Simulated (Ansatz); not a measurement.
# twin(10-12) boundary in hcp Ru with N (interstitial): structure and resistance, part 2 of 2

Aim: the relaxed structure and the specific resistance of the twin(10-12) boundary in hcp Ru with N (interstitial).

Ansatz 0.2.0; Ansatz plane-wave DFT, PBE, PAW files; relaxation of a bicrystal slab with its lowest layers held; PAW set soft_1 (the session's first sound run).

So far. Step 2 (Relaxing the bicrystal): The largest force component on a free atom ends at 0.0098 eV/Å, under the tolerance of 0.03, after 13 steps.

## 3. Transmission across the boundary

Bulk layers of each grain are laid under and over the relaxed boundary, and a lead is named in the middle of each, away from the free faces. The mesh across the current, 10×24, is finer than the density's, because channels open and close sharply across the zone. Energies from -0.1 to 0.1 eV in steps of 0.05 eV are too few for the program's thermal sum, so it prints no conductance; for a metal the transmission near the Fermi level serves, at a fraction of the cost.

This step: Ansatz plane-wave DFT, PBE, PAW files; ballistic transport by layer matching (Landauer), zero bias; boundary relaxed in a short slab, bulk layers laid on; PAW set soft_1 (Ansatz 0.2.0).

System of this step: twin(10-12) boundary in hcp Ru with N (interstitial). The cell holds 58 atoms: 57 Ru and 1 N. Its edges and angles: a = 6.348 Å, b = 2.706 Å, c = 53.041 Å, α = 90.0°, β = 90.0°, γ = 90.0°. It derives from Ru. Regions: lower grain, 22 atoms (22 Ru); boundary, 18 atoms (17 Ru and 1 N); upper grain, 18 atoms (18 Ru). Vacuum lies along c.

The input, input.yaml:

```yaml
crystal:
  lattice:
    - [6.3481279548, 0.0, 0.0]
    - [0.0, 2.7058, 0.0]
    - [0.0, 0.0, 53.0406161845]
  atoms:
    - { symbol: Ru, position: [4.837733358, -6.5833333333, 0.0754139052] }
    - { symbol: Ru, position: [4.1560563199, -7.0833333334, 0.0952802218] }
    - { symbol: Ru, position: [4.5652178008, -6.0833333333, 0.1052133801] }
    - { symbol: Ru, position: [3.8835407627, -6.5833333334, 0.1250796968] }
    - { symbol: Ru, position: [4.2927022436, -5.5833333333, 0.1350128551] }
    - { symbol: Ru, position: [3.6110252055, -6.0833333334, 0.1548791717] }
    - { symbol: Ru, position: [4.0201866864, -5.0833333333, 0.16481233] }
    - { symbol: Ru, position: [3.3385096483, -5.5833333334, 0.1846786466] }
    - { symbol: Ru, position: [3.7476711292, -4.5833333333, 0.194611805] }
    - { symbol: Ru, position: [3.0659940911, -5.0833333334, 0.2144781216] }
    - { symbol: Ru, position: [3.475155572, -4.0833333333, 0.2244112799] }
    - { symbol: Ru, position: [2.7934785339, -4.5833333334, 0.2442775965] }
    - { symbol: Ru, position: [3.2026400148, -3.5833333333, 0.2542107548] }
    - { symbol: Ru, position: [2.5209629767, -4.0833333334, 0.2740770715] }
    - { symbol: Ru, position: [2.9301244576, -3.0833333333, 0.2840102298] }
    - { symbol: Ru, position: [2.2484474195, -3.5833333334, 0.3038765464] }
    - { symbol: Ru, position: [2.6576089004, -2.5833333333, 0.3138097047] }
    - { symbol: Ru, position: [1.9759318623, -3.0833333334, 0.3336760213] }
    - { symbol: Ru, position: [2.3850933432, -2.0833333333, 0.3436091797] }
    - { symbol: Ru, position: [1.7034163051, -2.5833333334, 0.3634754963] }
    - { symbol: Ru, position: [2.112577786, -1.5833333333, 0.3734086546] }
    - { symbol: Ru, position: [1.4309007479, -2.0833333334, 0.3932749712] }
    - { symbol: Ru, position: [0.8400622288, 0.9166666667, 0.4032081295] }
    - { symbol: Ru, position: [0.1583851907, 0.4166666667, 0.4230744462] }
    - { symbol: Ru, position: [0.5671008618, 0.4166666667, 0.4322718149] }
    - { symbol: Ru, position: [0.8785089987, 0.9166666667, 0.4530604497] }
    - { symbol: Ru, position: [0.2875535243, 0.9166666667, 0.4634897586] }
    - { symbol: Ru, position: [0.606058184, 0.4166666667, 0.4813067524] }
    - { symbol: Ru, position: [0.0255230876, 0.4166666667, 0.4935405495] }
    - { symbol: Ru, position: [0.3195813877, 0.9166666667, 0.5196454531] }
    - { symbol: Ru, position: [0.7335506915, 0.9166666667, 0.5198040329] }
    - { symbol: Ru, position: [0.0290203414, 0.4166666667, 0.5451899365] }
    - { symbol: "N", position: [0.5448950749, 0.4166666667, 0.5391525628] }
    - { symbol: Ru, position: [0.6783864696, 0.9166666667, 0.567627697] }
    - { symbol: Ru, position: [0.2647232818, 0.9166666667, 0.576714145] }
    - { symbol: Ru, position: [-0.0438826583, 0.4166666667, 0.5959570631] }
    - { symbol: Ru, position: [0.5461172033, 0.4166666667, 0.606907277] }
    - { symbol: Ru, position: [0.2264932338, 0.9166666667, 0.6268037142] }
    - { symbol: Ru, position: [0.818520364, 0.9166666667, 0.6365344324] }
    - { symbol: Ru, position: [0.5017956242, 0.4166666667, 0.6563808916] }
    - { symbol: Ru, position: [1.0918350323, -1.5833333334, 0.6663239787] }
    - { symbol: Ru, position: [1.7735120704, -1.0833333333, 0.6861902953] }
    - { symbol: Ru, position: [1.3643505895, -2.0833333334, 0.6961234536] }
    - { symbol: Ru, position: [2.0460276276, -1.5833333333, 0.7159897702] }
    - { symbol: Ru, position: [1.6368661467, -2.5833333334, 0.7259229285] }
    - { symbol: Ru, position: [2.3185431848, -2.0833333333, 0.7457892452] }
    - { symbol: Ru, position: [1.9093817039, -3.0833333334, 0.7557224035] }
    - { symbol: Ru, position: [2.591058742, -2.5833333333, 0.7755887201] }
    - { symbol: Ru, position: [2.1818972611, -3.5833333334, 0.7855218784] }
    - { symbol: Ru, position: [2.8635742992, -3.0833333333, 0.805388195] }
    - { symbol: Ru, position: [2.4544128183, -4.0833333334, 0.8153213534] }
    - { symbol: Ru, position: [3.1360898564, -3.5833333333, 0.83518767] }
    - { symbol: Ru, position: [2.7269283755, -4.5833333334, 0.8451208283] }
    - { symbol: Ru, position: [3.4086054136, -4.0833333333, 0.8649871449] }
    - { symbol: Ru, position: [2.9994439327, -5.0833333334, 0.8749203032] }
    - { symbol: Ru, position: [3.6811209708, -4.5833333333, 0.8947866199] }
    - { symbol: Ru, position: [3.2719594899, -5.5833333334, 0.9047197782] }
    - { symbol: Ru, position: [3.953636528, -5.0833333333, 0.9245860948] }
kpoints:
  mp_grid: { grid: [4, 9, 1] }
hamiltonian:
  xc: pbe
  pseudopotentials: { kind: paw, azcp: { folder: soft_1 } }
scf:
  occupations: { method: fermi_dirac, width: 0.1 }
output:
  transmission:
    leads: [[12, 14], [46, 48]]
    kmesh: [10, 24]
    e_range: [-0.1, 0.1]
    de: 0.05
  write_potential: true
  write_density: true
  volumetric_format: npy
  elf: true
```

The run is started by

```sh
ansatz run input.yaml --threads 8 --pin off --max-ram 15360MiB --backend cpu --events-out ev --progress --plain --runs-dir out
```

Numbers of over 12 decimals in the logs are rounded to 6 here.

The program printed:

```text
[...]
Crystal: 58 atoms, lattice volume = 911.066 Å³
Basis set: ecut = 420 eV, 17893 PW (Γ)
Bands: 551, of which v1, the nominal top of the filled ones, is band 459 counted from 1 (458 counted from 0)
Symmetry: 2 space group operations
[...]
k-points: 15 of 36 (time reversal used)
[...]
SCF iter   1: F=—  HF=-335500.812551 eV  |F-HF|=—  |Δ(HF+E_count)|=         —  Δρ=1.14e-1  dr2=2.86e2  ethr=3.10e-3  ⟨swp⟩=6.7  Hψ=29143  notcnv=0
[...]
SCF iter  12: F=-335463.100726 eV  HF=-335463.100726 eV  |F-HF|=1.59e-8  |Δ(HF+E_count)|=   9.08e-9  Δρ=1.57e-6  dr2=3.86e-8  ethr=1.09e-11  ⟨swp⟩=9.5  Hψ=22548  notcnv=0
SCF 1 converged in 12 iterations: F = -335463.100726 eV  dr2 = 3.86e-8
[...]
transmission: 596 of 5928 steps passed
transmission: 1188 of 5928 steps passed
[...]
transmission: 5928 of 5928 steps passed
WARN: The output density's exchange-correlation potential varies sharply where the density is thin. Do not read a vacuum level from v_tot or v_xc, or from such a field of the output density. On a cell that repeats whose density bears no net charge and no dipole along the vacuum's axis use v_es (v_loc + v_h of the components); under efield.dipole_correction with no amplitude use v_es + v_field, which holds any externa [...]
SCF converged after 12 iterations
Free energy (F): -335463.100726 eV
[...]
Internal energy: -335461.412392 eV  (E = F + TS)
E sigma→0 (E₀):  -335462.256559 eV
Entropy (-TS):   -1.688333 eV (-29.109 meV/atom)
Fermi energy:    19.286649 eV
[...]
--- Band table (eV; the first three rows and the last of 15) ---
  k-point 0: bands = [... 455 lower, 18.8018, 18.8087, 18.8210, 18.9102, 18.9409, 18.9465, 18.9938, 19.1221, ... 88 higher]
  k-point 1: bands = [... 455 lower, 18.6219, 18.6466, 18.6712, 18.6762, 18.7145, 18.7871, 18.7932, 18.8486, ... 88 higher]
  k-point 2: bands = [... 455 lower, 18.5609, 18.5923, 18.6128, 18.6734, 18.7257, 18.7656, 18.7729, 18.8542, ... 88 higher]
  k-point 14: bands = [... 455 lower, 20.1545, 20.2015, 20.2545, 20.2787, 20.3257, 20.3560, 20.3804, 20.3933, ... 88 higher]
--- Transmission ---
  basis      : 149 plane waves across, 76 finite elements along
  points     : 78, standing for a mesh of 10 x 24
  energies   : 5 from -0.100000 to 0.100000 eV about the Fermi level, 0.050000 eV apart; the leads are filled to 0.000000 eV, and channels, transmission and decay are at 0.000000 eV
  crystal 0  : Ru4, at the sites [12, 14], period 3.1612 Å, over 18.97 Å; its Hamiltonian steps by up to 35.3 meV: too much for a lead, lay more layers or, if its atoms are ordered, name the step of that order
    offset         : up to 0.0000 Å between an atom of the period and one for which it stands
    channels       : 3.850000e0 a spin
    conductance    : none, the energies end too early or step too widely for 300 K: set another output.transmission.e_range or a lower de, or, where they end at an eighth of basis.ecutwfc, a higher one
[...]
channels       : 3.833333e0 a spin
[...]
junction   : crystal 0 to crystal 1, 13.39 to 38.41 Å
    transmission   : 1.732964e0 a spin
[...]
```

The job ended after 34 min (8 threads of AMD EPYC (Zen 3), shared host; peak memory 11 GiB).

Numbers from this step:

- free energy: -335463.1007 eV
- energy at zero smearing: -335462.2566 eV
- Fermi energy: 19.29 eV
- cell area: 17.18 Å²
- transmission per spin nearest the Fermi level: 1.733
- open channels per spin nearest the Fermi level: 3.85
- open channels per spin, upper lead: 3.833
- step of the lead's potential: 35.3 meV
- step of the upper lead's potential: 21.5 meV

Per spin. Table of transmission, zone mean by energy, zero at the Fermi level:

| energy (eV) | transmission, zone mean |
| --- | --- |
| -0.1000 | 1.75 |
| -0.0500 | 1.75 |
| 0.0000 | 1.73 |
| 0.0500 | 1.73 |
| 0.1000 | 1.75 |

Per spin. Open channels, zone mean against energy, zero at the Fermi level:

```csv
energy (eV),lead,upper lead
-0.1000,3.96,3.95
-0.0500,3.92,3.92
0.0000,3.85,3.83
0.0500,3.73,3.78
0.1000,3.82,3.82
```

Transmission over k1 and k2. At 0.0000 eV from the Fermi level.

Values, 22 rows by 10 columns, each cell a mean:
```
1.29 1.33 2.22 2.18 2.93 1.45 2.93 2.18 2.22 1.33
0.99 1.04 1.73 1.97 1.60 1.37 1.60 1.97 1.73 1.04
0.86 1.02 1.55 1.34 1.26 0.70 1.26 1.34 1.55 1.02
1.03 1.21 1.49 1.63 1.52 1.11 1.52 1.63 1.49 1.21
1.69 1.85 1.03 1.24 1.32 1.28 1.32 1.24 1.03 1.85
2.07 2.47 1.27 1.05 1.12 1.17 1.12 1.05 1.27 2.47
2.21 2.70 1.51 0.84 1.00 1.03 1.00 0.84 1.51 2.70
2.53 2.46 2.21 0.84 1.09 1.03 1.09 0.84 2.21 2.46
2.77 2.59 2.55 1.33 1.30 1.14 1.30 1.33 2.55 2.59
3.64 3.34 2.81 1.91 1.95 1.69 1.95 1.91 2.81 3.34
3.91 3.57 2.96 2.24 2.24 1.79 2.24 2.24 2.96 3.57
3.73 3.41 2.83 1.95 2.01 1.74 2.01 1.95 2.83 3.41
2.79 2.62 2.56 1.39 1.32 1.15 1.32 1.39 2.56 2.62
2.56 2.43 2.27 0.85 1.11 1.03 1.11 0.85 2.27 2.43
2.23 2.70 1.55 0.83 0.99 1.02 0.99 0.83 1.55 2.70
2.08 2.51 1.26 1.02 1.10 1.16 1.10 1.02 1.26 2.51
1.74 1.91 1.07 1.24 1.31 1.28 1.31 1.24 1.07 1.91
1.08 1.26 1.41 1.58 1.50 1.13 1.50 1.58 1.41 1.26
0.85 1.03 1.58 1.40 1.30 0.74 1.30 1.40 1.58 1.03
0.98 1.04 1.70 1.89 1.55 1.30 1.55 1.89 1.70 1.04
1.27 1.31 2.18 2.18 2.81 1.46 2.81 2.18 2.18 1.31
1.34 1.22 2.45 2.41 2.63 0.89 2.63 2.41 2.45 1.22
```
Columns: k1 (b1) from -0.5 to 0.4; rows upwards: k2 (b2) from -0.5 to 0.458.

Open channels over k1 and k2. At 0.0000 eV from the Fermi level.

Ten even steps from '_' (2.00) to '@' (8.00):
```
__..----%%..%%----..
____..--++..++--..__
____....--..--....__
____......__......__
----__..------..__--
**--..............--
--++..............++
--++--..........--++
**++++..........++++
**++**--......--**++
@@%%**++++--++++**%%
@@%%****++--++****%%
@@%%**++++--++++**%%
**++**--......--**++
**++++..........++++
--++--..........--++
--++..............++
**--..............--
----__..------..__--
____......__......__
____....--..--....__
____..--++..++--..__
__..----%%..%%----..
____----**__**----__
```
Columns: k1 (b1) from -0.5 to 0.4; rows upwards: k2 (b2) from -0.5 to 0.458.

Valence density in the ca plane at fractional y = 0.417, with atoms of Ru and N within 0.2 Å of it. It is the smooth field of the valence electrons, not physical close to the nuclei.

Ten even steps from '0' (0 e/Å³) to '9' (12 e/Å³), each cell a mean:
```
00000000000000014531000245200027962000000000
00000000000000000100000011000014641000000000
00000000000000000000000000000001210000000000
10000000000000000000000000000000000000000000
10000000000000121000000000000000000000000000
10000002320001475200000000000000022100000000
00000016862001697200000221000000266300002310
00000026962001365100001221000000499410026851
00000003431000111000000221000000266300037961
00000000000000000000000000000000011000014530
00000000000000000000000000000000000000000100
00000000000000000000000000000000000000000000
10000133200000000000000000000000000000000000
41000378410000000000000000000000000000000132
83000378510000001210000122100000000000001487
73000134200000015751000377300001210000001598
31000000000000027962000489400014741000000254
```
Columns run along c (16.0 Å, from fractional 0.38 to 0.68 of the cell), rows up along a (6.3 Å). Atoms in or near the plane, at fractional coordinates: Ru at (0.42, 0.16), Ru at (0.43, 0.57), Ru at (0.48, 0.61), Ru at (0.49, 0.03), Ru at (0.55, 0.03), N at (0.54, 0.54), Ru at (0.60, 0.96), Ru at (0.61, 0.55), Ru at (0.66, 0.50), Ru at (0.67, 0.09).

ELF in the ca plane at fractional y = 0.417, with atoms of Ru and N within 0.2 Å of it. It is the smooth field of the valence electrons, not physical close to the nuclei.

Ten even steps from '0' (0.11) to '9' (0.76), each cell a mean:
```
22233221233222247764222577522257575222222233
23222222222223223432232244212247774222233212
22322222222223322223332211123224542232222222
32322321123322222233322101123322222332222222
52222322222322455223222221122333222222332122
41122135653224677522125876212332355322322222
22221157675225767621139779611222677632235652
23222257675223677510049329820113766743257774
23223236763222354211039989610112677632367674
22223323431233221111115996200222344323246763
22222323222223321122211221001233211233223432
22332233223222221122321100022332212232222222
32232466522323321123322211233222212222232232
75223676742223322222332222233222112332322466
66323676741222235652222366423322112322224767
76322467521221147774223677632224542222214767
64232233223222257575223766732247774122213677
```
Columns run along c (16.0 Å, from fractional 0.38 to 0.68 of the cell), rows up along a (6.3 Å). Atoms in or near the plane, at fractional coordinates: Ru at (0.42, 0.16), Ru at (0.43, 0.57), Ru at (0.48, 0.61), Ru at (0.49, 0.03), Ru at (0.55, 0.03), N at (0.54, 0.54), Ru at (0.60, 0.96), Ru at (0.61, 0.55), Ru at (0.66, 0.50), Ru at (0.67, 0.09).

Electrostatic potential energy in the ca plane at fractional y = 0.417, with atoms of Ru and N within 0.2 Å of it. With pseudopotentials it is smooth inside the atoms' cores, unlike the true potential.

Values in eV, 9 rows by 16 columns, each cell a mean:
```
 16  19  20  20  19   5 -30  15  -7 -18  14 -57 -25  20  18   8
 15  18  20  20  19  17  16  18  18  18  19  -2   9  18  19  21
  4  20   7   1  16 -27   2  17  17  19  18  16   6  18  18  18
 14  20 -33 -49   8 -65 -18  19 -13   6  19  -5 -59   8 -15 -17
 19  18 -16 -28  16 -13   8  20  -9  10  21  -2 -53   9 -42 -45
 19  19  15  16  19  19  21  18  19  21  20  18  11  19   1  -1
  9  15 -26   8  18  20  20  18  19  21  18  20  21  18  18   9
-37   5 -69  -9  21  11 -12  17   1  -7  19  16  18  19   7 -56
-25  15 -17  11  21 -12 -67   7 -35 -53  14 -33  -8  21   6 -59
```
Columns run along c (16.0 Å, from fractional 0.38 to 0.68 of the cell; values clipped at the 3rd and 97th percentile), rows up along a (6.3 Å). Atoms in or near the plane, at fractional coordinates: Ru at (0.42, 0.16), Ru at (0.43, 0.57), Ru at (0.48, 0.61), Ru at (0.49, 0.03), Ru at (0.55, 0.03), N at (0.54, 0.54), Ru at (0.60, 0.96), Ru at (0.61, 0.55), Ru at (0.66, 0.50), Ru at (0.67, 0.09).

Over the solved energies the transmission per spin lies between 1.73 and 1.75, out of 3.85 channels of the lead on average (up to 3.96). The log calls the step of a lead's potential too much.

## 4. Specific resistance

This step: Ansatz plane-wave DFT, PBE, PAW files; ballistic transport by layer matching (Landauer), zero bias; specific resistance of the boundary; PAW set soft_1 (Ansatz 0.2.0).

This step gave:

- area resistance: 0.6966 fΩ m²
- T over the leads' mean channel count: 0.4521

Averaged over the energies near the Fermi level, 45.2 % of the channels pass, which makes 0.697 fΩ m².

By hand, with T and the leads' channels N averaged over the energies near the Fermi level: RA = A (h/2e²)(1/T − ½[1/N₁ + 1/N₂]) = 17.18×10⁻²⁰ m² × 12 906 Ω × (1/1.744 − ½[1/3.854 + 1/3.859]) = 0.697 fΩ m².

## 5. Summary of results

```
specific resistance of the boundary : 0.697 fΩ m²
share of channels that pass         : 0.452
```

**Reading.** The boundary has a specific resistance of 0.70 fΩ m². The boundary reflects 55 % of the channels; 0.70 fΩ m² is 7.0×10⁻¹² Ω·cm². One N in 17.2 Å² of boundary is a high coverage. In the relaxation the upper grain slid sideways by about 0.4 Å, so the result belongs to the position that it found, not to the starting one. One starting structure was relaxed; another shift or atom count at the boundary may lie lower. A lead's potential steps by up to 35 meV from period to period, which the log calls too much, so longer leads could move the result.

[Logs are printed without paths, hosts, clocks, repeated set-up lines and the standing remarks that a program may print on its own settings, such as how far it seeks lower states.]

[Hosts, paths, dates, database ids (printed as entryN), source tags and the programs' standing remarks are cut or masked in the printed files.]
